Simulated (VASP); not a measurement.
# Fe (P6/mmm) in VASP: a series of runs, part 2 of 2

VASP 6.6.1. The steps go on from the part before.

**3. Single point, PBE, collinear spin, typed start**

This run uses another cell than the first one, of 13.63 Å³/atom, 1.138 times its volume.

Input file INCAR:

```
SYSTEM = Fe
ALGO     = Fast           ! electronic algorithm
EDIFF    = 1E-6           ! SCF threshold, eV
ENCUT    = 520            ! plane-wave cutoff, eV
GGA      = PE             ! functional
ISIF     = 2              ! what is computed and relaxed
ISMEAR   = 0              ! smearing method
ISPIN    = 2              ! spin polarisation
LASPH    = .True.         ! aspherical terms in the spheres
LCHARG   = .True.         ! write CHGCAR
LELF     = .True.         ! ELF
LMAXMIX  = 4              ! l up to which the mixer works
LORBIT   = 11             ! projections on sites
LREAL    = .False.        ! projectors in reciprocal space
LVHAR    = .True.       
LWAVE    = .False.        ! write WAVECAR
MAGMOM   = 4 4 4          ! initial moments
NBANDS   = 23             ! bands
NELM     = 150            ! most SCF steps
PREC     = Accurate       ! precision mode
SIGMA    = 0.1            ! smearing width, eV
```

Input file KPOINTS:

```
k-points
0
Gamma
  6 6 8
  0 0 0
```

Input file POSCAR:

```
Fe
1.0
    4.2550579377      0.0000000000      0.0000000000
   -2.1275289688      3.6849882686      0.0000000000
    0.0000000000      0.0000000000      2.6085355183
Fe
3
Direct
    0.0000000000      0.0000000000      0.0000000000
    0.3333333333      0.6666666667      0.5000000000
    0.6666666667      0.3333333333      0.5000000000
```

Potentials or basis: VASP PAW PBE potentials, release 64 (Fe).

Run with:

```
$ cat potpaw_PBE.64/Fe/POTCAR > POTCAR
$ mpirun -np 1 vasp_std > vasp.out
```

OUTCAR:

```text
SYSTEM = Fe
   EDIFF = 1E-6
   ENCUT = 520
   GGA = PE
   ISIF = 2
   ISMEAR = 0
   ISPIN = 2
   LASPH = .True.
   LORBIT = 11
   LREAL = .False.
   NELM = 150
   PREC = Accurate

 ion  position               nearest neighbor table
   1  0.000  0.000  0.000-   2 2.78   3 2.78   2 2.78   3 2.78   2 2.78   2 2.78   3 2.78   3 2.78
                             3 2.78   3 2.78   2 2.78   2 2.78
   2  0.333  0.667  0.500-   3 2.46   3 2.46   3 2.46   1 2.78   1 2.78   1 2.78   1 2.78   1 2.78
                             1 2.78
   3  0.667  0.333  0.500-   2 2.46   2 2.46   2 2.46   1 2.78   1 2.78   1 2.78   1 2.78   1 2.78
                             1 2.78

  LATTYP: Found a hexagonal cell.
 ALAT       =     4.2550579377
 C/A-ratio  =     0.6130434783

  Lattice vectors:

 A1 = (   4.2550579377,   0.0000000000,   0.0000000000)
 A2 = (  -2.1275289688,   3.6849882686,   0.0000000000)
 A3 = (   0.0000000000,   0.0000000000,   2.6085355183)

Analysis of symmetry for initial positions (statically):
=====================================================================
 Subroutine PRICEL returns:
 Original cell was already a primitive cell.

 Routine SETGRP: Setting up the symmetry group for a
 hexagonal supercell.

 Subroutine GETGRP returns: Found 24 space group operations
 (whereof 24 operations were pure point group operations)
 out of a pool of 24 trial point group operations.

The static configuration has the point symmetry D_6h.

Analysis of symmetry for dynamics (positions and initial velocities):
=====================================================================
 Subroutine PRICEL returns:
 Original cell was already a primitive cell.

 Routine SETGRP: Setting up the symmetry group for a
 hexagonal supercell.

 Subroutine GETGRP returns: Found 24 space group operations
 (whereof 24 operations were pure point group operations)
 out of a pool of 24 trial point group operations.

The dynamic configuration has the point symmetry D_6h.

Analysis of structural, dynamic, and magnetic symmetry:
=====================================================================
 Subroutine PRICEL returns:
 Original cell was already a primitive cell.

 Routine SETGRP: Setting up the symmetry group for a
 hexagonal supercell.

 Subroutine GETGRP returns: Found 24 space group operations
 (whereof 24 operations were pure point group operations)
 out of a pool of 24 trial point group operations.

The overall configuration has the point symmetry D_6h.

 Subroutine INISYM returns: Found 24 space group operations
 (whereof 24 operations are pure point group operations),
 and found     1 'primitive' translations

----------------------------------------------------------------------------------------

                                     Primitive cell

  volume of cell :      40.9014

  direct lattice vectors                    reciprocal lattice vectors
     4.255057938  0.000000000  0.000000000     0.235014426  0.135685642  0.000000000
    -2.127528969  3.684988269  0.000000000     0.000000000  0.271371285  0.000000000
     0.000000000  0.000000000  2.608535518     0.000000000  0.000000000  0.383356866

  length of vectors
     4.255057938  4.255057938  2.608535518     0.271371285  0.271371285  0.383356866

[... 76 lines left out ...]
   ISPIN  =      2    spin polarized calculation?
   LNONCOLLINEAR =      F non collinear calculations
   LSORBIT =      F    spin-orbit coupling
   LASPH  =      T    aspherical Exc in radial PAW
   ENCUT  =  520.0 eV  38.22 Ry    6.18 a.u.   7.91  7.91  4.85*2*pi/ulx,y,z
   NELM   =    150;   NELMIN=  2; NELMDL= -5     # of ELM steps
   EDIFF  = 0.1E-05   stopping-criterion for ELM
   LREAL  =      F    real-space projection
   EDIFFG = 0.1E-04   stopping-criterion for IOM
   NSW    =      0    number of steps for IOM
   IBRION =     -1    ionic relax: 0-MD 1-quasi-New 2-CG
   NFREE  =      0    steps in history (QN), initial steepest desc. (CG)
   ISIF   =      2    stress and relaxation
   ISYM   =      2    0-nonsym 1-usesym 2-fastsym
   POTIM  = 0.5000    time-step for ionic-motion
   TEBEG  =    0.0;   TEEND  =   0.0 temperature during run
   PSTRESS=    0.0 pullay stress
   NELECT =      24.0000    total number of electrons
   NUPDOWN=      -1.0000    fix difference up-down
   EMIN   =  10.00;   EMAX   =-10.00  energy-range for DOS
   EFERMI =   0.00;   METHOD = LEGACY
   ISMEAR =     0;   SIGMA  =   0.10  broadening in eV -4-tet -1-fermi 0-gaus
   EFERMI_NEDOS =   21; number of points for ismear=-14 and -15
   IALGO  =     68    algorithm
   IMIX   =      4    mixing-type and parameters
     AMIX     =   0.40;   BMIX     =  1.00
     AMIX_MAG =   1.60;   BMIX_MAG =  1.00
  volume/ion in A,a.u.               =      13.63        92.01
  Fermi-wavevector in a.u.,A,eV,Ry     =   1.370563  2.589989 25.557783  1.878444
  Thomas-Fermi vector in A             =   2.496338
   LORBIT       =     11    0 simple, 1 ext, 2 COOP (PROOUT), +10 PAW based schemes
   GGA     = PE    functional components
   LHFCALC =     F    Hartree Fock is set to
   AEXX    =    0.0000 exact exchange contribution
   IVDW    =     0    specifies the selected vdW correction
   LEPSILON=     F    determine dielectric tensor
   LRPA    =     F    only Hartree local field effects (RPA)
 spin polarized calculation
 RMM-DIIS sequential band-by-band and
 Gauss-broadening in eV      SIGMA  =   0.10
  energy-cutoff  :      520.00
  volume of cell :       40.90
 maximum number of plane-waves:      1140
 NGX is ok and might be reduce to    32

 number of electron      24.0000000 magnetization      12.0000000

 number of electron      24.0000003 magnetization       8.2006378

 Free energy of the ion-electron system (eV)
  ---------------------------------------------------
  ext. energy  EPLUGINS =         0.00000000
  ---------------------------------------------------
  free energy    TOTEN  =       -23.78333445 eV

  energy without entropy =      -23.76659343  energy(sigma->0) =      -23.77496394

 E-fermi :   4.5681     XC(G=0): -12.0955

 val. band max:        4.5607002525   @ k =   0.1667   0.1667   0.2500
 cond. band min:       4.5824402728   @ k =   0.3333   0.0000   0.5000
 fundamental gap:      0.0217400203
 Fermi energy:         4.5680620141

 spin component 1

 k-point     1 :       0.0000    0.0000    0.0000
  band No.  band energies     occupation
      1      -3.3165      1.00000
      2       0.4940      1.00000
      3       1.3866      1.00000
      4       1.3866      1.00000
      5       1.5742      1.00000
      6       1.5742      1.00000
[... 613 lines left out ...]
     22      15.7699      0.00000
     23      16.0484      0.00000

 [... further k-points ...]

 spin component 2

 k-point     1 :       0.0000    0.0000    0.0000
  band No.  band energies     occupation
      1      -3.0836      1.00000
      2       2.2682      1.00000
      3       3.2527      1.00000
      4       3.2527      1.00000
      5       3.2905      1.00000
      6       3.2905      1.00000
[... 613 lines left out ...]
     22      16.5713      0.00000
     23      16.8486      0.00000

 [... further k-points ...]
[... 5 lines left out ...]
  --------------------------------------------------------------------------------------
  -------------------------------------------------------------------------------------
  Total       -2.0761526     -2.0761526     -6.3112987     -0.0000000      0.0000000      0.0000000
  in kB      -81.3263939    -81.3263939   -247.2241989     -0.0000000      0.0000000      0.0000000
  external PRESSURE =    -136.6256622 kB  Pullay stress =       0.0000000 kB

 VOLUME and BASIS-vectors are now :
 -----------------------------------------------------------------------------
  energy-cutoff  :      520.00
  volume of cell :       40.90
      direct lattice vectors                 reciprocal lattice vectors
     4.255057938  0.000000000  0.000000000     0.235014426  0.135685642  0.000000000
    -2.127528969  3.684988269  0.000000000     0.000000000  0.271371285  0.000000000
     0.000000000  0.000000000  2.608535518     0.000000000  0.000000000  0.383356866

 POSITION                                       TOTAL-FORCE (eV/Angst)
 -----------------------------------------------------------------------------------
      0.00000      0.00000      0.00000         0.000000      0.000000      0.000000
     -0.00000      2.45666      1.30427         0.000000      0.000000      0.000000
      2.12753      1.22833      1.30427        -0.000000      0.000000      0.000000
 -----------------------------------------------------------------------------------
    total drift:                               -0.000000      0.000000      0.000000

  FREE ENERGIE OF THE ION-ELECTRON SYSTEM (eV)
  ---------------------------------------------------
  free  energy   TOTEN  =       -23.7833344487 eV

  energy  without entropy=      -23.7665934269  energy(sigma->0) =      -23.77496394

 total charge

# of ion       s       p       d       tot
------------------------------------------
    1        0.412   0.400   6.082   6.894
    2        0.443   0.408   6.150   7.002
    3        0.443   0.408   6.150   7.002
--------------------------------------------------
tot          1.299   1.216  18.382  20.897

 magnetization (x)

# of ion       s       p       d       tot
------------------------------------------
    1       -0.009  -0.049   2.849   2.792
    2       -0.011  -0.033   2.769   2.725
    3       -0.011  -0.033   2.769   2.725
--------------------------------------------------
tot         -0.030  -0.115   8.387   8.242
```

Wall time 51 s (1 thread of Intel Xeon Platinum 8259CL at 2.50GHz (Skylake/Cascade Lake), shared host); peak memory 0.19 GiB.

What came out:

| Property | Result |
| --- | --- |
| Free energy | -23.7833 eV |
| Pressure | -13.7 GPa |
| Band gap on the k mesh | none (metal or under the smearing width) |
| Net moment | 8.20 μB per cell |
| Site moments | Fe +2.79, +2.73 μB |
| Valence electrons inside the program's atomic spheres | Fe 6.89, 7.00 |

**4. Single point, PBE, collinear spin, typed start**

This run uses another cell than the first one: it holds 1 atom, not 3.

Input file INCAR:

```
PREC = Accurate
ENCUT = 520
EDIFF = 1E-7
ISMEAR = 0
SIGMA = 0.1
LREAL = False
LASPH = True
NELM = 150
ALGO = Fast
ISIF = 2
LWAVE = False
LCHARG = True
ISPIN = 2
MAGMOM = 4
LORBIT = 11
LMAXMIX = 4
GGA = PE
LELF = True
LVHAR = True
NBANDS = 14
```

Input file KPOINTS:

```
Automatic mesh
0
Gamma
  8 8 8
```

Input file POSCAR:

```
Fe
1.0
    0.0000000000      1.9417396906      1.9651051623
    1.4984397099      0.0000000000      1.9651051623
    1.4984397099      1.9417396906      0.0000000000
Fe
1
Direct
    0.0000000000      0.0000000000      0.0000000000
```

Run with:

```
$ cat potpaw_PBE.64/Fe/POTCAR > POTCAR
$ mpirun -np 1 vasp_std > vasp.out
```

Wall time 17 s (1 thread of Intel Xeon Platinum 8488C (Sapphire Rapids), shared host); peak memory 0.14 GiB.

The run converged. Its results:

- Free energy: -8.2156 eV
- Pressure: 0.8 GPa
- Band gap on the k mesh: none (metal or under the smearing width)
- Net moment: 2.27 μB per cell
- Site moments: Fe +2.27 μB
- Valence electrons inside the program's atomic spheres: Fe 7.26

Stress tensor (GPa, compression positive):
```
-4.20  0.00  0.00
 0.00  4.07  0.00
 0.00  0.00  2.43
```

Levels at points of the mesh, in eV from the Fermi level:
Spin up:
| k point | band 1 | band 2 | band 3 | band 4 | band 5 | band 6 | band 7 | band 8 | band 9 | band 10 |
| --- | --- | --- | --- | --- | --- | --- | --- | --- | --- | --- |
| (0.00, 0.00, 0.00) | -8.40 | -2.46 | -2.37 | -2.06 | -1.33 | -0.94 | 23.89 | 25.35 | 25.61 | 29.54 |
| (0.50, 0.00, 0.00) | -4.88 | -3.20 | -1.38 | -0.79 | 0.27 | 0.32 | 7.03 | 18.93 | 21.04 | 24.02 |
| (0.50, 0.50, 0.00) | -4.94 | -3.73 | -0.76 | -0.69 | 0.36 | 0.88 | 7.73 | 17.33 | 18.61 | 22.40 |
| (0.50, 0.00, 0.50) | -4.94 | -3.71 | -0.79 | -0.74 | 0.44 | 1.10 | 8.00 | 17.10 | 18.38 | 22.18 |
| (0.00, 0.50, 0.50) | -4.90 | -4.71 | -0.07 | 0.08 | 0.19 | 7.90 | 10.95 | 10.95 | 14.47 | 16.48 |
Spin down:
| k point | band 1 | band 2 | band 3 | band 4 | band 5 | band 6 | band 7 | band 8 |
| --- | --- | --- | --- | --- | --- | --- | --- | --- |
| (0.00, 0.00, 0.00) | -8.23 | -0.54 | -0.39 | 0.12 | 1.34 | 1.96 | 23.58 | 25.13 |
| (0.50, 0.00, 0.00) | -3.59 | -1.32 | 0.42 | 1.23 | 2.00 | 2.64 | 8.46 | 18.90 |
| (0.50, 0.50, 0.00) | -3.55 | -2.05 | 1.00 | 2.00 | 2.12 | 2.68 | 9.16 | 17.47 |
| (0.50, 0.00, 0.50) | -3.53 | -1.99 | 1.22 | 1.94 | 2.06 | 2.70 | 9.42 | 17.23 |
| (0.00, 0.50, 0.50) | -3.06 | -2.88 | 2.36 | 2.36 | 2.42 | 8.16 | 11.25 | 11.25 |

Caveat: the k mesh is coarse (spacing up to 0.39 Å⁻¹), so the values aren't converged.

**5. Overview**

| cell | k mesh | further INCAR settings | mesh quality | gap on the mesh (eV) | pressure (GPa) | moment (μB) |
| --- | --- | --- | --- | --- | --- | --- |
| P6/mmm, 11.98 Å³/atom | 12 × 12 × 20 | ALGO = Fast; EDIFF = 1e-06; NBANDS = 23 | not flagged | none | -0.1 | 7.45 |
| P6/mmm, 13.63 Å³/atom | 6 × 6 × 8 | ALGO = Fast; EDIFF = 1e-06; NBANDS = 23 | not flagged | none | -13.7 | 8.20 |
| Fmmm, 11.44 Å³/atom | 8 × 8 × 8 | ALGO = Fast; EDIFF = 1e-07; NBANDS = 14 | coarse | none | 0.8 | 2.27 |

Alike in all rows: task single point; level PBE; potentials or basis VASP PAW PBE potentials, release 64 (Fe); spin collinear, typed start; cutoff (eV) 520; smearing gaussian 0.1 eV.

Caveats: some runs use coarse meshes.

Absolute energies hang on the potentials; compare differences alone.
